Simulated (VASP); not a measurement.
# GaSe (P6_3/mmc) in VASP: further runs, part 2 of 2

VASP 6.6.1.

## (4) Relaxation of cell and atoms, LDA

This run uses another cell than the first one, of 23.53 Å³/atom, 0.835 times its volume.

Contents of INCAR:

```
SYSTEM = GaSe
ALGO = Normal
EDIFF = 1E-7
EDIFFG = -0.005
ENCUT = 600
IBRION = 2
ISIF = 3
ISMEAR = 0
KPAR = 2
LASPH = .True.
LCHARG = .False.
LREAL = .False.
LWAVE = .False.
NELM = 80
NSW = 90
PREC = Accurate
SIGMA = 0.03
```

Contents of KPOINTS:

```
k-points
0
Gamma
  12 12 2
  0 0 0
```

Contents of POSCAR:

```
GaSe                                    
1.0
    3.7139348447      0.0000000000      0.0000000000
   -1.8569674223      3.2163619235     -0.0000000000
   -0.0000000000      0.0000000000     15.7550959036
  Ga              Se            
     4     4
Direct
     0.3333333332999970    0.6666666667000030    0.1736373182364709
     0.6666666667000030    0.3333333332999970    0.6736373182364710
     0.3333333332999970    0.6666666667000030    0.3263626817635291
     0.6666666667000030    0.3333333332999970    0.8263626817635290
     0.3333333332999970    0.6666666667000030    0.5996444225510393
     0.6666666667000030    0.3333333332999970    0.0996444225510394
     0.3333333332999970    0.6666666667000030    0.9003555774489607
     0.6666666667000030    0.3333333332999970    0.4003555774489606
```

Potentials or basis: VASP PAW LDA potentials, release 64 (Ga_d, Se).

Launch:

```
cat potpaw_LDA.64/Ga_d/POTCAR potpaw_LDA.64/Se/POTCAR > POTCAR
mpirun -np 2 vasp_std > vasp.out
```

OUTCAR:

```text
SYSTEM = GaSe
   EDIFF = 1E-7
   EDIFFG = -0.005
   ENCUT = 600
   IBRION = 2
   ISIF = 3
   ISMEAR = 0
   LASPH = .True.
   LREAL = .False.
   NELM = 80
   NSW = 90
   PREC = Accurate

 ion  position               nearest neighbor table
   1  0.333  0.667  0.174-   3 2.41   6 2.44   6 2.44   6 2.44
   2  0.667  0.333  0.674-   4 2.41   5 2.44   5 2.44   5 2.44
   3  0.333  0.667  0.326-   1 2.41   8 2.44   8 2.44   8 2.44
   4  0.667  0.333  0.826-   2 2.41   7 2.44   7 2.44   7 2.44
   5  0.333  0.667  0.600-   2 2.44   2 2.44   2 2.44
   6  0.667  0.333  0.100-   1 2.44   1 2.44   1 2.44
   7  0.333  0.667  0.900-   4 2.44   4 2.44   4 2.44
   8  0.667  0.333  0.400-   3 2.44   3 2.44   3 2.44

  LATTYP: Found a hexagonal cell.
 ALAT       =     3.7139348447
 C/A-ratio  =     4.2421573243

  Lattice vectors:

 A1 = (   3.7139348447,   0.0000000000,   0.0000000000)
 A2 = (  -1.8569674223,   3.2163619235,   0.0000000000)
 A3 = (   0.0000000000,   0.0000000000,  15.7550959036)

Analysis of symmetry for initial positions (statically):
=====================================================================
 Subroutine PRICEL returns:
 Original cell was already a primitive cell.

 Routine SETGRP: Setting up the symmetry group for a
 hexagonal supercell.

 Subroutine GETGRP returns: Found 24 space group operations
 (whereof 12 operations were pure point group operations)
 out of a pool of 24 trial point group operations.

The static configuration has the point symmetry D_3d.
 The point group associated with its full space group is D_6h.

Analysis of symmetry for dynamics (positions and initial velocities):
=====================================================================
 Subroutine PRICEL returns:
 Original cell was already a primitive cell.

 Routine SETGRP: Setting up the symmetry group for a
 hexagonal supercell.

 Subroutine GETGRP returns: Found 24 space group operations
 (whereof 12 operations were pure point group operations)
 out of a pool of 24 trial point group operations.

The dynamic configuration has the point symmetry D_3d.
 The point group associated with its full space group is D_6h.

 Subroutine INISYM returns: Found 24 space group operations
 (whereof 12 operations are pure point group operations),
 and found     1 'primitive' translations

----------------------------------------------------------------------------------------

                                     Primitive cell

  volume of cell :     188.2003

  direct lattice vectors                    reciprocal lattice vectors
     3.713934845  0.000000000  0.000000000     0.269256204  0.155455142  0.000000000
    -1.856967422  3.216361924  0.000000000     0.000000000  0.310910284  0.000000000
     0.000000000  0.000000000 15.755095904     0.000000000  0.000000000  0.063471527

  length of vectors
     3.713934845  3.713934845 15.755095904     0.310910284  0.310910284  0.063471527

  position of ions in fractional coordinates (direct lattice)
     0.333333333  0.666666667  0.173637318
     0.666666667  0.333333333  0.673637318
     0.333333333  0.666666667  0.326362682
     0.666666667  0.333333333  0.826362682
     0.333333333  0.666666667  0.599644423
     0.666666667  0.333333333  0.099644423
     0.333333333  0.666666667  0.900355577
     0.666666667  0.333333333  0.400355577

  ion indices of the primitive-cell ions
[... 64 lines left out ...]
   number of dos      NEDOS =    301   number of ions     NIONS =      8
   total plane-waves  NPLWV = 113400
   dimension x,y,z NGX =    30 NGY =   30 NGZ =  126
   dimension x,y,z NGXF=    60 NGYF=   60 NGZF=  252
   ions per type =               4   4
   NGX,Y,Z   is equivalent  to a cutoff of  13.43, 13.43, 13.30 a.u.
   NGXF,Y,Z  is equivalent  to a cutoff of  26.86, 26.86, 26.59 a.u.
 SYSTEM =  GaSe
   PREC   = accura    normal or accurate (medium, high low for compatibility)
   ISTART =      0    job   : 0-new  1-cont  2-samecut
   ICHARG =      2    charge: 1-file 2-atom 10-const
   ISPIN  =      1    spin polarized calculation?
   LNONCOLLINEAR =      F non collinear calculations
   LSORBIT =      F    spin-orbit coupling
   LASPH  =      T    aspherical Exc in radial PAW
   ENCUT  =  600.0 eV  44.10 Ry    6.64 a.u.   7.42  7.42 31.47*2*pi/ulx,y,z
   NELM   =     80;   NELMIN=  2; NELMDL= -5     # of ELM steps
   EDIFF  = 0.1E-06   stopping-criterion for ELM
   LREAL  =      F    real-space projection
   EDIFFG = -.5E-02   stopping-criterion for IOM
   NSW    =     90    number of steps for IOM
   IBRION =      2    ionic relax: 0-MD 1-quasi-New 2-CG
   NFREE  =      1    steps in history (QN), initial steepest desc. (CG)
   ISIF   =      3    stress and relaxation
   ISYM   =      2    0-nonsym 1-usesym 2-fastsym
   POTIM  = 0.5000    time-step for ionic-motion
   TEBEG  =    0.0;   TEEND  =   0.0 temperature during run
   PSTRESS=    0.0 pullay stress
   NELECT =      76.0000    total number of electrons
   NUPDOWN=      -1.0000    fix difference up-down
   EMIN   =  10.00;   EMAX   =-10.00  energy-range for DOS
   EFERMI =   0.00;   METHOD = LEGACY
   ISMEAR =     0;   SIGMA  =   0.03  broadening in eV -4-tet -1-fermi 0-gaus
   EFERMI_NEDOS =   21; number of points for ismear=-14 and -15
   IALGO  =     38    algorithm
   IMIX   =      4    mixing-type and parameters
     AMIX     =   0.40;   BMIX     =  1.00
     AMIX_MAG =   1.60;   BMIX_MAG =  1.00
  volume/ion in A,a.u.               =      23.53       158.75
  Fermi-wavevector in a.u.,A,eV,Ry     =   1.210057  2.286677 19.922178  1.464239
  Thomas-Fermi vector in A             =   2.345616
   LORBIT       =      0    0 simple, 1 ext, 2 COOP (PROOUT), +10 PAW based schemes
   GGA     = CA    functional components
   LHFCALC =     F    Hartree Fock is set to
   AEXX    =    0.0000 exact exchange contribution
   IVDW    =     0    specifies the selected vdW correction
   LEPSILON=     F    determine dielectric tensor
   LRPA    =     F    only Hartree local field effects (RPA)
 conjugate gradient relaxation of ions
 non-spin polarized calculation
 Gauss-broadening in eV      SIGMA  =   0.03
  energy-cutoff  :      600.00
  volume of cell :      188.20
 maximum number of plane-waves:      6345
 NGX is ok and might be reduce to    30
   NGX = 15   NGY = 15   NGZ = 63

 number of electron      76.0000034 magnetization

 Free energy of the ion-electron system (eV)
  ---------------------------------------------------
  ext. energy  EPLUGINS =         0.00000000
  ---------------------------------------------------
  free energy    TOTEN  =       -35.40665874 eV

  energy without entropy =      -35.40665874  energy(sigma->0) =      -35.40665874

 E-fermi :   3.8908     XC(G=0):  -9.8058

 val. band max:        3.7307803430   @ k =   0.0000   0.0000   0.0000
 cond. band min:       4.5867818007   @ k =   0.0000   0.0000   0.0000
 fundamental gap:      0.8560014576
 Fermi energy:         3.8908051653

 k-point     1 :       0.0000    0.0000    0.0000
  band No.  band energies     occupation
      1     -11.6962      2.00000
      2     -11.6956      2.00000
      3     -11.5561      2.00000
      4     -11.5561      2.00000
      5     -11.5559      2.00000
      6     -11.5559      2.00000
[... 1141 lines left out ...]
     44       7.6989      0.00000
     45       7.9003      0.00000

 [... further k-points ...]

------------------------ aborting loop because EDIFF is reached ----------------------------------------

  FORCE on cell =-STRESS in cart. coord.  units (eV):
  Direction    XX          YY          ZZ          XY          YZ          ZX
  --------------------------------------------------------------------------------------
  -------------------------------------------------------------------------------------
  Total        0.0214611      0.0214611      0.0165264      0.0000000     -0.0000000      0.0000000
  in kB        0.1827018      0.1827018      0.1406917      0.0000000     -0.0000000      0.0000000
  external PRESSURE =       0.1686984 kB  Pullay stress =       0.0000000 kB

 VOLUME and BASIS-vectors are now :
 -----------------------------------------------------------------------------
  energy-cutoff  :      600.00
  volume of cell :      188.20
      direct lattice vectors                 reciprocal lattice vectors
     3.713934845  0.000000000  0.000000000     0.269256204  0.155455142  0.000000000
    -1.856967422  3.216361924  0.000000000     0.000000000  0.310910284  0.000000000
     0.000000000  0.000000000 15.755095904     0.000000000  0.000000000  0.063471527

 POSITION                                       TOTAL-FORCE (eV/Angst)
 -----------------------------------------------------------------------------------
     -0.00000      2.14424      2.73567         0.000000     -0.000000      0.001250
      1.85697      1.07212     10.61322        -0.000000     -0.000000      0.001250
     -0.00000      2.14424      5.14188         0.000000      0.000000     -0.001250
      1.85697      1.07212     13.01942        -0.000000     -0.000000     -0.001250
     -0.00000      2.14424      9.44746        -0.000000      0.000000     -0.004988
      1.85697      1.07212      1.56991         0.000000     -0.000000     -0.004988
     -0.00000      2.14424     14.18519        -0.000000      0.000000      0.004988
      1.85697      1.07212      6.30764         0.000000     -0.000000      0.004988
 -----------------------------------------------------------------------------------
    total drift:                               -0.000000      0.000000      0.000000

  FREE ENERGIE OF THE ION-ELECTRON SYSTEM (eV)
  ---------------------------------------------------
  free  energy   TOTEN  =       -35.4066587432 eV

  energy  without entropy=      -35.4066587432  energy(sigma->0) =      -35.40665874

 reached required accuracy - stopping structural energy minimisation
```

It took 1.9 min on 2 MPI ranks of AMD EPYC 9R45 (Zen 5), shared host; peak memory 0.44 GiB.

Results:

```yaml
Free_energy: -35.4067 eV
Pressure_after_relaxing: 0.0 GPa
Largest_force_after_relaxing: 0.005 eV/Å
Band_gap_on_the_k_mesh: 0.86 eV, direct
```

Forces on the atoms (eV/Å):
```
Ga   0.000  0.000  0.001
Ga   0.000  0.000  0.001
Ga   0.000  0.000 -0.001
Ga   0.000  0.000 -0.001
Se   0.000  0.000 -0.005
Se   0.000  0.000 -0.005
Se   0.000  0.000  0.005
Se   0.000  0.000  0.005
```

Final structure:
```yaml
crystal:
  lattice:
    - [3.71393, 0.00000, 0.00000]
    - [-1.85697, 3.21636, 0.00000]
    - [0.00000, 0.00000, 15.75510]
  atoms:
    - { symbol: Ga, position: [0.33333, 0.66667, 0.17364] }
    - { symbol: Ga, position: [0.66667, 0.33333, 0.67364] }
    - { symbol: Ga, position: [0.33333, 0.66667, 0.32636] }
    - { symbol: Ga, position: [0.66667, 0.33333, 0.82636] }
    - { symbol: Se, position: [0.33333, 0.66667, 0.59964] }
    - { symbol: Se, position: [0.66667, 0.33333, 0.09964] }
    - { symbol: Se, position: [0.33333, 0.66667, 0.90036] }
    - { symbol: Se, position: [0.66667, 0.33333, 0.40036] }
```

Levels at points of the mesh, in eV from the valence-band top:
```
           k point  band 34  band 35  band 36  band 37  band 38  band 39  band 40  band 41  band 42  band 43
(0.00, 0.00, 0.00)    -1.37    -1.37    -1.23    -1.23     0.00     0.86     1.88     2.06     2.22     3.85
(0.50, 0.00, 0.00)    -2.72    -2.66    -2.48    -2.39    -1.98     0.89     1.06     1.64     1.80     3.46
(0.00, 0.00, 0.50)    -1.27    -1.27    -1.27    -0.99    -0.99     1.55     1.55     2.12     2.12     3.90
(0.50, 0.00, 0.50)    -2.68    -2.56    -2.56    -2.32    -2.32     1.23     1.23     1.46     1.46     3.32
```

Caveat: the relaxation stopped at its first step, so nothing moved.

## (5) Relaxation of cell and atoms, PBE+D3(BJ)

This run uses another cell than the first one, of 24.13 Å³/atom, 0.856 times its volume.

Contents of INCAR:

```
SYSTEM = GaSe
PREC = Accurate
ENCUT = 600
EDIFF = 1E-6
ISMEAR = 0
SIGMA = 0.03
LREAL = .False.
LASPH = .True.
NELM = 80
ALGO = Normal
ISIF = 3
LWAVE = .False.
LCHARG = .False.
GGA = PE
IVDW = 12
IBRION = 2
NSW = 90
EDIFFG = -0.01
KPAR = 4
```

Contents of KPOINTS:

```
Automatic mesh
0
Gamma
  12 12 2
  0 0 0
```

Contents of POSCAR:

```
GaSe
1.0
    3.7420000000      0.0000000000      0.0000000000
   -1.8710000000      3.2406670610      0.0000000000
    0.0000000000      0.0000000000     15.9190000000
Ga Se
4 4
Direct
    0.3333333333      0.6666666667      0.1770000000
    0.6666666667      0.3333333333      0.6770000000
    0.3333333333      0.6666666667      0.3230000000
    0.6666666667      0.3333333333      0.8230000000
    0.3333333333      0.6666666667      0.6000000000
    0.6666666667      0.3333333333      0.1000000000
    0.3333333333      0.6666666667      0.9000000000
    0.6666666667      0.3333333333      0.4000000000
```

Potentials or basis: VASP PAW PBE potentials, release 64 (Ga_d, Se).

Launch:

```
cat potpaw_PBE.64/Ga_d/POTCAR potpaw_PBE.64/Se/POTCAR > POTCAR
mpirun -np 4 vasp_std > vasp.out
```

Run time: 20 min. Hardware: 4 MPI ranks of Intel Xeon Platinum 8488C (Sapphire Rapids), shared host; peak memory 0.58 GiB.

Results (log left out):

```
Free energy                            : -32.5553 eV
Relaxed volume                         : 24.59 Å³/atom
Relaxed cell                           : a = 3.771 Å, b = 3.771 Å, c = 15.971 Å, α = 90.00°, β = 90.00°, γ = 120.00°
Space group after relaxing (to 0.05 Å) : P6_3/mmc (No. 194)
Energy gained by relaxing              : 16.5 meV/atom
Ionic steps                            : 17
Pressure after relaxing                : 0.0 GPa
Largest force after relaxing           : 0.007 eV/Å
Band gap on the k mesh                 : 0.85 eV, direct
Dispersion energy per atom             : -0.290 eV
```

Forces in eV/Å, atoms in the order of the input:
```
Ga   0.000  0.000  0.007
Ga   0.000  0.000  0.007
Ga   0.000  0.000 -0.007
Ga   0.000  0.000 -0.007
Se   0.000  0.000  0.001
Se   0.000  0.000  0.001
Se   0.000  0.000 -0.001
Se   0.000  0.000 -0.001
```

Step by step:
```
step  energy change (eV)  largest force (eV/Å)  pressure (GPa)  volume (Å³)
   1              0.0000                1.2153            1.03       193.04
   2             -0.1051                0.3865            0.37       197.38
   3             -0.1232                0.0169            0.45       196.11
   4             -0.1231                0.0246            0.51       196.05
   5             -0.1284                0.0639           -0.18       198.18
   6             -0.1284                0.0648           -0.15       198.15
   7             -0.1302                0.0166           -0.05       198.01
   8             -0.1304                0.0296           -0.02       197.94
   9             -0.1305                0.0251            0.00       197.84
  10             -0.1307                0.0337           -0.01       197.68
  11             -0.1308                0.0293           -0.02       197.62
  12             -0.1311                0.0158            0.00       197.43
  13             -0.1315                0.0123            0.01       197.05
  14             -0.1315                0.0202           -0.02       196.93
  15             -0.1315                0.0368            0.01       196.69
  16             -0.1315                0.0242           -0.01       196.87
  17             -0.1316                0.0073           -0.01       196.69
```

Final structure:
```
CELL_PARAMETERS angstrom
3.77098 0.00000 0.00000
-1.88549 3.26576 0.00000
0.00000 0.00000 15.97129
ATOMIC_POSITIONS crystal
Ga 0.33333 0.66667 0.17344
Ga 0.66667 0.33333 0.67344
Ga 0.33333 0.66667 0.32656
Ga 0.66667 0.33333 0.82656
Se 0.33333 0.66667 0.59951
Se 0.66667 0.33333 0.09951
Se 0.33333 0.66667 0.90049
Se 0.66667 0.33333 0.40049
```

Levels at points of the mesh, in eV from the valence-band top:
| k point | band 36 | band 37 | band 38 | band 39 | band 40 | band 41 |
| --- | --- | --- | --- | --- | --- | --- |
| (0.00, 0.00, 0.00) | -1.20 | -1.20 | 0.00 | 0.85 | 1.86 | 2.12 |
| (0.50, 0.00, 0.00) | -2.36 | -2.28 | -1.85 | 1.01 | 1.25 | 1.80 |
| (0.00, 0.00, 0.50) | -1.24 | -0.90 | -0.90 | 1.51 | 1.51 | 2.17 |
| (0.50, 0.00, 0.50) | -2.43 | -2.16 | -2.16 | 1.35 | 1.35 | 1.57 |

## (6) Overview

```tsv
level	potentials or basis	k mesh	cutoff (eV)	gap on the mesh (eV)	pressure (GPa)	relaxed volume (Å³/atom)
PBE	VASP PAW PBE potentials, release 64 (Ga, Se)	6 × 6 × 1	300	1.39	0.0	29.16
LDA	VASP PAW LDA potentials, release 64 (Ga_d, Se)	12 × 12 × 2	600	0.86	0.0	-
PBE+D3(BJ)	VASP PAW PBE potentials, release 64 (Ga_d, Se)	12 × 12 × 2	600	0.85	0.0	24.59
```

Alike in all rows: task relaxation of cell and atoms; no spin polarisation; cell relaxed; smearing gaussian 0.03 eV.

Caveats: an odd mesh through Γ misses points on the zone boundary, where band edges often lie (some runs); this functional lacks dispersion, which binds the layers, so the pressure and a relaxed spacing across them are unreliable (some runs); the relaxation stopped at its first step, so nothing moved (some runs).

Total energies depend on the potentials used, so only differences within one code and one set of settings carry meaning.
